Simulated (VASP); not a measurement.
Set up this calculation in VASP 6.6.1, as the native input.

```
Task                   : single point
Functional             : PBEsol
Potentials or basis    : VASP PAW PBE potentials, release 64 (Bi_d)
Cutoff                 : 520 eV
k mesh                 : 4 × 4 × 4
Occupations            : gaussian, width 0.1 eV
Spin                   : no spin polarisation
Dipole correction      : no
Further INCAR settings : ALGO = Fast; EDIFF = 1e-07; NBANDS = 70
```

The structure of Bi lies in POSCAR:

```
Bi
1.0
    5.5400620000     -3.4040555000      0.0000000000
    5.5400620000      3.4040555000      0.0000000000
    0.0000000000      0.0000000000      6.9039310000
Bi
8
Direct
    0.7039960000      0.7039960000      0.5000000000
    0.2039960000      0.2039960000      0.0000000000
    0.2960040000      0.2960040000      0.5000000000
    0.7960040000      0.7960040000      0.0000000000
    0.6668870000      0.3331130000      0.8330330000
    0.3331130000      0.6668870000      0.1669670000
    0.8331130000      0.1668870000      0.3330330000
    0.1668870000      0.8331130000      0.6669670000
```

This isn't the form of Bi at room conditions, which is rhombohedral.

These files were run (other wordings do the same):

INCAR

```
SYSTEM = Bi
PREC = Accurate
ENCUT = 520
EDIFF = 1E-7
ISMEAR = 0
SIGMA = 0.1
LREAL = .FALSE.
LASPH = .TRUE.
NELM = 100
ALGO = Fast
ISIF = 2
LWAVE = .FALSE.
LCHARG = .TRUE.
GGA = PS
LELF = .TRUE.
LVHAR = .TRUE.
NBANDS = 70
```

KPOINTS

```
Automatic mesh
0
G
  4 4 4
  0 0 0
```

Potentials or basis: VASP PAW PBE potentials, release 64 (Bi_d).

Run with:

```console
$ cat potpaw_PBE.64/Bi_d/POTCAR > POTCAR
$ mpirun -np 1 vasp_std > vasp.out
```

Results of the run:

* Pressure: -2.6 GPa
* Largest force: 0.066 eV/Å
* Band gap on the k mesh: none (metal or under the smearing width)

Caveat: the PAW data sets were made with another functional, which shifts forces and pressure a little; spin-orbit coupling is left out, which moves the levels of the heavy elements.

Run time: 5.8 min on 1 thread of AMD EPYC 9R45 96-Core Processor (Zen 5) (shared host), peak memory 0.45 GiB.
